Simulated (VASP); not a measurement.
# CO2 (R-3c) in VASP: further runs, part 2 of 2

VASP 6.6.1. Earlier steps stand in the parts before.

## Step 3: Electric field gradients, r2SCAN

The input, POSCAR:

```
CO2
1.0
    4.3141500000      2.4907756638      3.5346666667
   -4.3141500000      2.4907756638      3.5346666667
    0.0000000000     -4.9815513276      3.5346666667
C O
8 16
Direct
    0.0000000000      0.0000000000      0.0000000000
    0.5000000000      0.5000000000      0.5000000000
    0.2500000000      0.4997807261      0.0002192739
    0.0002192739      0.2500000000      0.4997807261
    0.4997807261      0.0002192739      0.2500000000
    0.7500000000      0.5002192739      0.9997807261
    0.9997807261      0.7500000000      0.5002192739
    0.5002192739      0.9997807261      0.7500000000
    0.3506104755      0.3853058458      0.8863154170
    0.8863154170      0.3506104755      0.3853058458
    0.3853058458      0.8863154170      0.3506104755
    0.6136845830      0.1146941542      0.1493895245
    0.1146941542      0.1493895245      0.6136845830
    0.1493895245      0.6136845830      0.1146941542
    0.6493895245      0.6146941542      0.1136845830
    0.1136845830      0.6493895245      0.6146941542
    0.6146941542      0.1136845830      0.6493895245
    0.3863154170      0.8853058458      0.8506104755
    0.8853058458      0.8506104755      0.3863154170
    0.8506104755      0.3863154170      0.8853058458
    0.1095011987      0.1095011987      0.1095011987
    0.3904988013      0.3904988013      0.3904988013
    0.8904988013      0.8904988013      0.8904988013
    0.6095011987      0.6095011987      0.6095011987
```

The input, INCAR.step1:

```
SYSTEM = CO2
ALGO = Normal ; EDIFF = 1E-4
ENCUT = 520 ; GGA = PE
ISMEAR = -1 ; LASPH = .True.
LCHARG = .False. ; LREAL = Auto
LWAVE = .True. ; NBANDS = 82
NELM = 60 ; PREC = Accurate
SIGMA = 0.02
```

The input, INCAR.step2:

```
SYSTEM = CO2
ALGO = Normal ; EDIFF = 1E-8
ENCUT = 520 ; ISIF = 2
ISMEAR = -1 ; ISTART = 1
LASPH = .True. ; LCHARG = .False.
LEFG = .True. ; LMIXTAU = .True.
LREAL = Auto ; LWAVE = .False.
METAGGA = R2SCAN ; NBANDS = 82
NELM = 60 ; PREC = Accurate
SIGMA = 0.02
```

The input, KPOINTS:

```
k-points
0
Gamma
  4 4 4
  0 0 0
```

Potentials or basis: VASP PAW PBE potentials, release 64 (C, O).

Launch:

```sh
> cat potpaw_PBE.64/C/POTCAR potpaw_PBE.64/O/POTCAR > POTCAR
> cp INCAR.step1 INCAR
> mpirun -np 1 vasp_std > vasp.out
> cp INCAR.step2 INCAR
> mpirun -np 1 vasp_std > vasp.out
```

OUTCAR:

```text
SYSTEM = CO2
   EDIFF = 1E-8
   ENCUT = 520
   ISIF = 2
   ISMEAR = -1
   ISTART = 1
   LASPH = .True.
   LREAL = Auto
   METAGGA = R2SCAN
   NELM = 60
   PREC = Accurate

 ion  position               nearest neighbor table
   1  0.000  0.000  0.000-  21 1.16  23 1.16
   2  0.500  0.500  0.500-  22 1.16  24 1.16
   3  0.250  0.500  0.000-  14 1.16   9 1.16
   4  0.000  0.250  0.500-  10 1.16  13 1.16
   5  0.500  0.000  0.250-  11 1.16  12 1.16
   6  0.750  0.500  1.000-  20 1.16  15 1.16
   7  1.000  0.750  0.500-  16 1.16  19 1.16
   8  0.500  1.000  0.750-  17 1.16  18 1.16
   9  0.351  0.385  0.886-   3 1.16
  10  0.886  0.351  0.385-   4 1.16
  11  0.385  0.886  0.351-   5 1.16
  12  0.614  0.115  0.149-   5 1.16
  13  0.115  0.149  0.614-   4 1.16
  14  0.149  0.614  0.115-   3 1.16
[... 8 lines left out ...]
  23  0.890  0.890  0.890-   1 1.16
  24  0.610  0.610  0.610-   2 1.16

  LATTYP: Found a trigonal (rhomboedric) cell.
 ALAT       =     6.1081684714
 COS(alpha) =     0.0023034647

  Lattice vectors:

 A1 = (   4.3141500000,   2.4907756638,   3.5346666667)
 A2 = (  -4.3141500000,   2.4907756638,   3.5346666667)
[... 1295 lines left out ...]
  ---------------------------------------------------
  free  energy   TOTEN  =      -202.6869623492 eV

  energy  without entropy=     -202.6869623492  energy(sigma->0) =     -202.68696235

 Electric field gradients (V/A^2)
---------------------------------------------------------------------
 ion       V_xx      V_yy      V_zz      V_xy      V_xz      V_yz
---------------------------------------------------------------------
   1      28.665    28.665   -57.331    -0.000     0.000    -0.000
   2      28.665    28.665   -57.331     0.000     0.000    -0.000
   3     -26.225    10.531    15.694   -31.831    26.687    15.408
   4     -26.225    10.531    15.694    31.831   -26.687    15.408
   5      28.908   -44.602    15.694     0.000    -0.000   -30.816
   6     -26.225    10.531    15.694   -31.831    26.687    15.408
[... 16 lines left out ...]
  23     -38.045   -38.045    76.091     0.000    -0.000     0.000
  24     -38.045   -38.045    76.091    -0.000     0.000     0.000
---------------------------------------------------------------------

 Electric field gradients after diagonalization (V/A^2)
 (convention: |V_zz| > |V_xx| > |V_yy|)
----------------------------------------------------------------------
 ion       V_xx      V_yy      V_zz     asymmetry (V_yy - V_xx)/ V_zz
----------------------------------------------------------------------
   1      28.665    28.665   -57.331       0.000
   2      28.665    28.665   -57.331       0.000
   3      28.908    28.656   -57.565       0.004
   4      28.908    28.656   -57.565       0.004
   5      28.908    28.656   -57.565       0.004
   6      28.908    28.656   -57.565       0.004
[... 16 lines left out ...]
  23     -38.045   -38.045    76.091       0.000
  24     -38.045   -38.045    76.091       0.000
----------------------------------------------------------------------

           NMR quadrupolar parameters

 Cq : quadrupolar parameter    Cq=e*Q*V_zz/h
 eta: asymmetry parameters     (V_yy - V_xx)/ V_zz
 Q  : nuclear electric quadrupole moment in mb (millibarn)
----------------------------------------------------------------------
 ion       Cq(MHz)       eta       Q (mb)
----------------------------------------------------------------------
   1      -0.139       0.000       1.000
   2      -0.139       0.000       1.000
   3      -0.139       0.004       1.000
   4      -0.139       0.004       1.000
   5      -0.139       0.004       1.000
   6      -0.139       0.004       1.000
[... 16 lines left out ...]
  23       0.184       0.000       1.000
  24       0.184       0.000       1.000
----------------------------------------------------------------------
```

Wall time 13 min (1 thread of Intel Xeon Platinum 8488C (Sapphire Rapids), shared host); peak memory 0.42 GiB.

Results:

```yaml
Free_energy: -202.6870 eV
Pressure: 13.7 GPa
Largest_force: 0.052 eV/Å
Band_gap_on_the_k_mesh: 6.99 eV, indirect (least direct gap 7.17 eV)
```

Forces on the atoms (eV/Å):
```
C    0.000  0.000  0.000
C    0.000  0.000  0.000
C   -0.006  0.010  0.000
C   -0.006 -0.010  0.000
C    0.012  0.000  0.000
C    0.006 -0.010  0.000
C    0.006  0.010  0.000
C   -0.012  0.000  0.000
O   -0.036 -0.015  0.035
O    0.031 -0.024  0.035
O    0.005  0.039  0.035
O    0.005 -0.039 -0.035
O   -0.036  0.015 -0.035
O    0.031  0.024 -0.035
O    0.036  0.015 -0.035
O   -0.031  0.024 -0.035
O   -0.005 -0.039 -0.035
O   -0.005  0.039  0.035
O    0.036 -0.015  0.035
O   -0.031 -0.024  0.035
O    0.000  0.000 -0.049
O    0.000  0.000  0.049
O    0.000  0.000  0.049
O    0.000  0.000 -0.049
```

Electric field gradients, principal values (V/Å²):
| atom | Vxx | Vyy | Vzz |
| --- | --- | --- | --- |
| 1 C | 28.665 | 28.665 | -57.331 |
| 2 C | 28.665 | 28.665 | -57.331 |
| 3 C | 28.656 | 28.908 | -57.565 |
| 4 C | 28.656 | 28.908 | -57.565 |
| 5 C | 28.656 | 28.908 | -57.565 |
| 6 C | 28.656 | 28.908 | -57.565 |
| 7 C | 28.656 | 28.908 | -57.565 |
| 8 C | 28.656 | 28.908 | -57.565 |
| 9 O | -35.421 | -39.361 | 74.782 |
| 10 O | -35.421 | -39.361 | 74.782 |
| 11 O | -35.421 | -39.361 | 74.782 |
| 12 O | -35.421 | -39.361 | 74.782 |
| 13 O | -35.421 | -39.361 | 74.782 |
| 14 O | -35.421 | -39.361 | 74.782 |
| 15 O | -35.421 | -39.361 | 74.782 |
| 16 O | -35.421 | -39.361 | 74.782 |
| 17 O | -35.421 | -39.361 | 74.782 |
| 18 O | -35.421 | -39.361 | 74.782 |
| 19 O | -35.421 | -39.361 | 74.782 |
| 20 O | -35.421 | -39.361 | 74.782 |
| 21 O | -38.045 | -38.045 | 76.091 |
| 22 O | -38.045 | -38.045 | 76.091 |
| 23 O | -38.045 | -38.045 | 76.091 |
| 24 O | -38.045 | -38.045 | 76.091 |

Caveat: the standard files for N, O and F lose accuracy on very short bonds; the PAW data sets were made with another functional, which shifts forces and pressure a little. A k mesh can miss the band edges.

## Step 4: Electric field gradients, PBE

The input, INCAR:

```
SYSTEM = CO2
PREC = Accurate ; ENCUT = 520
EDIFF = 1E-8 ; ISMEAR = -1
SIGMA = 0.02 ; LREAL = Auto
LASPH = .TRUE. ; NELM = 80
ALGO = Fast ; ISIF = 2
LWAVE = .FALSE. ; LCHARG = .FALSE.
GGA = PE ; LEFG = .TRUE.
NBANDS = 82
```

The input, KPOINTS:

```
Automatic mesh
0
Gamma
  4 4 4
  0.5 0.5 0.5
```

The input, POSCAR:

```
CO2
1.0
    4.3141500000      2.4907756638      3.5346666667
   -4.3141500000      2.4907756638      3.5346666667
    0.0000000000     -4.9815513276      3.5346666667
C O
8 16
Direct
    0.0000000000      0.0000000000      0.0000000000
    0.5000000000      0.5000000000      0.5000000000
    0.2500000000      0.4999000000      0.0001000000
    0.0001000000      0.2500000000      0.4999000000
    0.4999000000      0.0001000000      0.2500000000
    0.7500000000      0.5001000000      0.9999000000
    0.9999000000      0.7500000000      0.5001000000
    0.5001000000      0.9999000000      0.7500000000
    0.3493700000      0.3862800000      0.8870600000
    0.8870600000      0.3493700000      0.3862800000
    0.3862800000      0.8870600000      0.3493700000
    0.6129400000      0.1137200000      0.1506300000
    0.1137200000      0.1506300000      0.6129400000
    0.1506300000      0.6129400000      0.1137200000
    0.6506300000      0.6137200000      0.1129400000
    0.1129400000      0.6506300000      0.6137200000
    0.6137200000      0.1129400000      0.6506300000
    0.3870600000      0.8862800000      0.8493700000
    0.8862800000      0.8493700000      0.3870600000
    0.8493700000      0.3870600000      0.8862800000
    0.1085100000      0.1085100000      0.1085100000
    0.3914900000      0.3914900000      0.3914900000
    0.8914900000      0.8914900000      0.8914900000
    0.6085100000      0.6085100000      0.6085100000
```

Potentials or basis: VASP PAW PBE potentials, release 64 (C, O).

Launch:

```sh
> cat potpaw_PBE.64/C/POTCAR potpaw_PBE.64/O/POTCAR > POTCAR
> mpirun -np 1 vasp_std > vasp.out
```

OUTCAR:

```text
SYSTEM = CO2
   PREC = Accurate
   ENCUT = 520
   EDIFF = 1E-8
   ISMEAR = -1
   LREAL = Auto
   LASPH = .TRUE.
   NELM = 80
   ISIF = 2
   GGA = PE

 ion  position               nearest neighbor table
   1  0.000  0.000  0.000-  21 1.15  23 1.15
   2  0.500  0.500  0.500-  22 1.15  24 1.15
   3  0.250  0.500  0.000-  14 1.15   9 1.15
   4  0.000  0.250  0.500-  10 1.15  13 1.15
   5  0.500  0.000  0.250-  11 1.15  12 1.15
   6  0.750  0.500  1.000-  20 1.15  15 1.15
   7  1.000  0.750  0.500-  16 1.15  19 1.15
   8  0.500  1.000  0.750-  17 1.15  18 1.15
   9  0.349  0.386  0.887-   3 1.15
  10  0.887  0.349  0.386-   4 1.15
  11  0.386  0.887  0.349-   5 1.15
  12  0.613  0.114  0.151-   5 1.15
  13  0.114  0.151  0.613-   4 1.15
  14  0.151  0.613  0.114-   3 1.15
[... 8 lines left out ...]
  23  0.891  0.891  0.891-   1 1.15
  24  0.609  0.609  0.609-   2 1.15

  LATTYP: Found a trigonal (rhomboedric) cell.
 ALAT       =     6.1081684714
 COS(alpha) =     0.0023034647

  Lattice vectors:

 A1 = (   4.3141500000,   2.4907756638,   3.5346666667)
 A2 = (  -4.3141500000,   2.4907756638,   3.5346666667)
 A3 = (   0.0000000000,  -4.9815513276,   3.5346666667)

Analysis of symmetry for initial positions (statically):
=====================================================================
 Subroutine PRICEL returns:
 Original cell was already a primitive cell.

 Routine SETGRP: Setting up the symmetry group for a
 trigonal (rhombohedral) supercell.

 Subroutine GETGRP returns: Found 12 space group operations
 (whereof  6 operations were pure point group operations)
 out of a pool of 12 trial point group operations.

The static configuration has the point symmetry S_6 .
[... 1004 lines left out ...]
  energy-cutoff  :      520.00
  volume of cell :      227.89
      direct lattice vectors                 reciprocal lattice vectors
     4.314150000  2.490775664  3.534666667     0.115897686  0.066913560  0.094304036
    -4.314150000  2.490775664  3.534666667    -0.115897686  0.066913560  0.094304036
     0.000000000 -4.981551328  3.534666667     0.000000000 -0.133827120  0.094304036

 POSITION                                       TOTAL-FORCE (eV/Angst)
 -----------------------------------------------------------------------------------
      0.00000      0.00000      0.00000        -0.000000      0.000000      0.000000
      0.00000      0.00000      5.30200        -0.000000      0.000000      0.000000
     -1.07811      1.86733      2.65100        -0.003392      0.005874      0.000000
     -1.07811     -1.86733      2.65100        -0.003392     -0.005874      0.000000
      2.15621      0.00000      2.65100         0.006783      0.000000      0.000000
      1.07811     -1.86733      7.95300         0.003392     -0.005874      0.000000
[... 16 lines left out ...]
      0.00000      0.00000      9.45336        -0.000000      0.000000     -1.903284
      0.00000      0.00000      6.45264        -0.000000     -0.000000      1.903284
 -----------------------------------------------------------------------------------
    total drift:                                0.000000      0.000000      0.000000

  FREE ENERGIE OF THE ION-ELECTRON SYSTEM (eV)
  ---------------------------------------------------
  free  energy   TOTEN  =      -178.8473849836 eV

  energy  without entropy=     -178.8473849835  energy(sigma->0) =     -178.84738498

 Electric field gradients (V/A^2)
---------------------------------------------------------------------
 ion       V_xx      V_yy      V_zz      V_xy      V_xz      V_yz
---------------------------------------------------------------------
   1      25.452    25.452   -50.904     0.000     0.000    -0.000
   2      25.452    25.452   -50.904    -0.000    -0.000    -0.000
   3     -23.184     9.355    13.829   -28.180    23.784    13.732
   4     -23.184     9.355    13.829    28.180   -23.784    13.732
   5      25.625   -39.454    13.829     0.000     0.000   -27.464
   6     -23.184     9.355    13.829   -28.180    23.784    13.732
[... 16 lines left out ...]
  23     -32.479   -32.479    64.958     0.000    -0.000     0.000
  24     -32.479   -32.479    64.958    -0.000     0.000     0.000
---------------------------------------------------------------------

 Electric field gradients after diagonalization (V/A^2)
 (convention: |V_zz| > |V_xx| > |V_yy|)
----------------------------------------------------------------------
 ion       V_xx      V_yy      V_zz     asymmetry (V_yy - V_xx)/ V_zz
----------------------------------------------------------------------
   1      25.452    25.452   -50.904       0.000
   2      25.452    25.452   -50.904       0.000
   3      25.625    25.450   -51.075       0.003
   4      25.625    25.450   -51.075       0.003
   5      25.625    25.450   -51.075       0.003
   6      25.625    25.450   -51.075       0.003
[... 16 lines left out ...]
  23     -32.479   -32.479    64.958       0.000
  24     -32.479   -32.479    64.958       0.000
----------------------------------------------------------------------

           NMR quadrupolar parameters

 Cq : quadrupolar parameter    Cq=e*Q*V_zz/h
 eta: asymmetry parameters     (V_yy - V_xx)/ V_zz
 Q  : nuclear electric quadrupole moment in mb (millibarn)
----------------------------------------------------------------------
 ion       Cq(MHz)       eta       Q (mb)
----------------------------------------------------------------------
   1      -0.123       0.000       1.000
   2      -0.123       0.000       1.000
   3      -0.123       0.003       1.000
   4      -0.123       0.003       1.000
   5      -0.123       0.003       1.000
   6      -0.123       0.003       1.000
[... 16 lines left out ...]
  23       0.157       0.000       1.000
  24       0.157       0.000       1.000
----------------------------------------------------------------------
```

stdout:

```text
POSCAR found type information on POSCAR C O
 POSCAR found :  2 types and      24 ions
 scaLAPACK will be used
 LDA part: xc-table for (Slater+PW92), standard interpolation
 POSCAR, INCAR and KPOINTS ok, starting setup
 FFT: planning ... GRIDC
 FFT: planning ... GRID_SOFT
 FFT: planning ... GRID
 WAVECAR not read
 entering main loop
ion   1

ion   2

ion   3
     0.0000266    26.4303354   -12.8790326   -11.2431649   -22.3071388    15.2595612
     0.0000367    26.4303353   -12.8790325   -11.2431649   -22.3071387    15.2595612
     0.0000505    26.4303351   -12.8790325   -11.2431648   -22.3071386    15.2595611
     0.0000695    26.4303348   -12.8790323   -11.2431647   -22.3071383    15.2595609

     0.0000266    38.5566169   -18.7714047   -16.4057211   -32.5130267    22.2606732
     0.0000367    38.5566151   -18.7714038   -16.4057203   -32.5130252    22.2606721
     0.0000505    38.5566119   -18.7714023   -16.4057190   -32.5130225    22.2606703
     0.0000695    38.5566066   -18.7713997   -16.4057167   -32.5130180    22.2606672
[... 110 lines left out ...]
     0.0000293   -19.6204375    10.6341626     9.2222434    16.4263277   -12.9251225
     0.0000403   -19.6204330    10.6341602     9.2222414    16.4263239   -12.9251197
     0.0000555   -19.6204254    10.6341562     9.2222378    16.4263175   -12.9251148
     0.0000765   -19.6204126    10.6341494     9.2222319    16.4263067   -12.9251066

ion  16
     0.0000293     2.5046364
```

Wall time 4.7 min (1 thread of Intel Xeon Platinum 8488C (Sapphire Rapids), shared host); peak memory 0.38 GiB.

Results:

| Property | Result |
| --- | --- |
| Free energy | -178.8474 eV |
| Pressure | 24.6 GPa |
| Largest force | 1.903 eV/Å |
| Band gap on the k mesh | 6.74 eV, indirect (least direct gap 6.84 eV) |

Forces in eV/Å, atoms in the order of the input:
```
C    0.000  0.000  0.000
C    0.000  0.000  0.000
C   -0.003  0.006  0.000
C   -0.003 -0.006  0.000
C    0.007  0.000  0.000
C    0.003 -0.006  0.000
C    0.003  0.006  0.000
C   -0.007  0.000  0.000
O    1.497  0.853 -0.714
O   -1.487  0.870 -0.714
O   -0.010 -1.723 -0.714
O   -0.010  1.723  0.714
O    1.497 -0.853  0.714
O   -1.487 -0.870  0.714
O   -1.497 -0.853  0.714
O    1.487 -0.870  0.714
O    0.010  1.723  0.714
O    0.010 -1.723 -0.714
O   -1.497  0.853 -0.714
O    1.487  0.870 -0.714
O    0.000  0.000  1.903
O    0.000  0.000 -1.903
O    0.000  0.000 -1.903
O    0.000  0.000  1.903
```

Electric field gradients, principal values (V/Å²):
| atom | Vxx | Vyy | Vzz |
| --- | --- | --- | --- |
| 1 C | 25.452 | 25.452 | -50.904 |
| 2 C | 25.452 | 25.452 | -50.904 |
| 3 C | 25.450 | 25.625 | -51.075 |
| 4 C | 25.450 | 25.625 | -51.075 |
| 5 C | 25.450 | 25.625 | -51.075 |
| 6 C | 25.450 | 25.625 | -51.075 |
| 7 C | 25.450 | 25.625 | -51.075 |
| 8 C | 25.450 | 25.625 | -51.075 |
| 9 O | -30.450 | -33.497 | 63.948 |
| 10 O | -30.450 | -33.497 | 63.948 |
| 11 O | -30.450 | -33.497 | 63.948 |
| 12 O | -30.450 | -33.497 | 63.948 |
| 13 O | -30.450 | -33.497 | 63.948 |
| 14 O | -30.450 | -33.497 | 63.948 |
| 15 O | -30.450 | -33.497 | 63.948 |
| 16 O | -30.450 | -33.497 | 63.948 |
| 17 O | -30.450 | -33.497 | 63.948 |
| 18 O | -30.450 | -33.497 | 63.948 |
| 19 O | -30.450 | -33.497 | 63.948 |
| 20 O | -30.450 | -33.497 | 63.948 |
| 21 O | -32.479 | -32.479 | 64.958 |
| 22 O | -32.479 | -32.479 | 64.958 |
| 23 O | -32.479 | -32.479 | 64.958 |
| 24 O | -32.479 | -32.479 | 64.958 |

Caveat: the standard files for N, O and F lose accuracy on very short bonds; so large a pressure means that the cell lies far from this level's equilibrium, or that cutoff or potentials fall short; forces of over 1 eV/Å show positions far from the minimum, so gaps and moduli don't describe the material at rest. As with any semilocal functional, this PBE gap is likely too small.

## Step 5: The runs side by side

| level | k mesh | gap on the mesh (eV) | pressure (GPa) | largest force (eV/Å) |
| --- | --- | --- | --- | --- |
| PBE | 4 × 4 × 4 | 6.61 | 24.6 | 1.90 |
| r2SCAN | 4 × 4 × 4 | 6.99 | 13.7 | 0.05 |
| PBE | 4 × 4 × 4, shifted | 6.74 | 24.6 | 1.90 |

Some of these runs hold the atoms at other places in the same cell, which the table doesn't show; runs alike in all that it shows share one row.

Alike in all rows: task electric field gradients; potentials or basis VASP PAW PBE potentials, release 64 (C, O); no spin polarisation; cell as given; cutoff (eV) 520; smearing fermi-dirac 0.02 eV.

On the cell as given the gap runs from 6.61 eV (PBE) to 6.99 eV (r2SCAN). The pressure there spans 13.7 GPa (r2SCAN) to 24.6 GPa (PBE); a positive pressure means that this level wants a larger cell, a negative one a smaller.

Caveats: the standard files for N, O and F lose accuracy on very short bonds; so large a pressure means that the cell lies far from this level's equilibrium, or that cutoff or potentials fall short (some runs); forces of over 1 eV/Å show positions far from the minimum, so gaps and moduli don't describe the material at rest (some runs); the PAW data sets were made with another functional, which shifts forces and pressure a little (some runs).

Total energies depend on the potentials used, so only differences within one code and one set of settings carry meaning.
